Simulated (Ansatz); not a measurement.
# Sb: relaxation of cell and atoms

These are results of DFT, PBE, PAW with Ansatz's default frozen-core files, scalar-relativistic in Ansatz 0.2.0, not measurements.

Command: `ansatz run input.yaml --threads 1 --pin off --max-ram 2048MiB --backend cpu --events-out ev --progress --plain --runs-dir out` The run took about 16 s on 1 thread of a shared machine.

```yaml
crystal:
  lattice:
    - [2.896431296, 0.0, 0.0]
    - [0.0, 2.896431296, 0.0]
    - [0.0, 0.0, 2.896431296]
  atoms:
    - { symbol: Sb, position: [0.0, 0.0, 0.0] }
kpoints:
  mp_grid: { grid: [13, 13, 13] }
scf:
  occupations: { method: fermi_dirac, width: 0.05 }
hamiltonian:
  xc: pbe
  pseudopotentials: { kind: paw }
output:
  forces: true
  stress: true
  write_density: true
  write_potential: true
  elf: true
  volumetric_format: npy
relax:
  f_tol: 0.005
  max_steps: 80
  cell: {}
```

No spin–orbit coupling, which matters for the heavy atoms here.

The cell is built from the sc type as a first guess.

The cutoff is 420 eV; energies and pressures of the walk include the program's estimate of the Pulay term.

Each frame lists the cell vectors (Å), then Cartesian positions (Å); symmetry keeps all forces zero. Free energies count from the first step, -6484.1696 eV.

The walk took 8 evaluations in all; steps that aren't listed are left out.

Step 1: E = 0.0 meV, P = 19.41 GPa

```
cell 2.8964 0.0000 0.0000 0.0000 2.8964 0.0000 0.0000 0.0000 2.8964
Sb    0.0000    0.0000    0.0000
```

Step 2:

```
cell 3.0376 0.0000 0.0000 0.0000 3.0376 0.0000 0.0000 0.0000 3.0376
Sb    0.0000    0.0000    0.0000
```

Step 3: E = -281.5 meV, P = 1.16 GPa

```
cell 3.0862 0.0000 0.0000 0.0000 3.0862 0.0000 0.0000 0.0000 3.0862
Sb    0.0000    0.0000    0.0000
```

**Question.** Give the energy, pressure of step 2.

**Answer.** E = -258.3 meV, P = 4.52 GPa
```
Sb    0.0000    0.0000    0.0000
```

**Question.** How does the relaxation end?

**Answer.** It converges, with a = 3.107 Å, b = 3.107 Å, c = 3.107 Å, α = 90.00°, β = 90.00°, γ = 90.00° (conventional cell, space group Pm-3m). The last solve (on a basis chosen afresh for the final cell, so its energy is not quite comparable) gives E = -285.0 meV, P = 0.00 GPa:
```
cell 3.1072 0.0000 0.0000 0.0000 3.1072 0.0000 0.0000 0.0000 3.1072
Sb    0.0000    0.0000    0.0000
```
